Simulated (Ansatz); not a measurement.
KI: an elastic constant from a strain scan

Level of theory: DFT PBEsol, scalar-relativistic, plane waves, PAW (Ansatz 0.2.0). Cutoff 420 eV, Γ-centred 6×6×6 k-points, Gaussian smearing of 0.05 eV. No spin polarisation. Energies are free energies at this smearing, counted from the undisturbed cell; pressure is positive in compression.

The undisturbed cell (as given, not relaxed at this level; it stands at -0.2 GPa):

```
K I
1.0
     0.00000    3.52455    3.52455
     3.52455    0.00000    3.52455
     3.52455    3.52455    0.00000
K I
1 1
Direct
  0.00000 0.00000 0.00000
  0.50000 0.50000 0.50000
```

The cell is strained by ε times the Voigt pattern (0, 0, 1, 0, 0, 0) (xx, yy, zz, yz, xz, xy; engineering shear) with fractional coordinates fixed. The cell holds 2 atoms in V0 = 87.57 Å³. The stress column is τ = (1/V0) dE/dε, got from the stress tensor σ (compression positive) at each point as −det(1 + εP) σ : P(1 + εP)⁻¹, with P the pattern as a tensor.

| ε | ΔE (meV/atom) | τ (GPa) |
| --- | --- | --- |
| -0.0400 | 4.923 | -1.247 |
| -0.0300 | 2.135 | -0.803 |
| -0.0200 | 0.482 | -0.416 |
| -0.0100 | -0.187 | -0.081 |
| 0.0000 | 0.000 | 0.209 |
| 0.0100 | 0.918 | 0.458 |
| 0.0200 | 2.470 | 0.672 |
| 0.0300 | 4.560 | 0.853 |
| 0.0350 | 5.781 | 0.932 |
| 0.0400 | ? | ? |

Which combination of elastic constants does this scan measure, and how large is it?

For small ε, τ = τ0 + Kε with K = pᵀCp, which for this pattern is C11 in the cubic axes. The parabola through τ at ε = -0.0100, 0 and 0.0100 has slope K = 27.0 GPa at zero. The energies per cell, E = NΔE, of the same two points give K = 2[E(ε₊)/ε₊ − E(ε₋)/ε₋]/[(ε₊ − ε₋)V0] = 26.8 GPa, in agreement.

Predict the withheld row at ε = 0.0400 from the harmonic law, and compare.

ΔE = V0(τ0 ε + Kε²/2)/N = 8.179 meV/atom and τ = 1.29 GPa. The calculation gives 7.105 meV/atom and 1.01 GPa: the energy lies 13 % below the harmonic value, as bonds soften when stretched.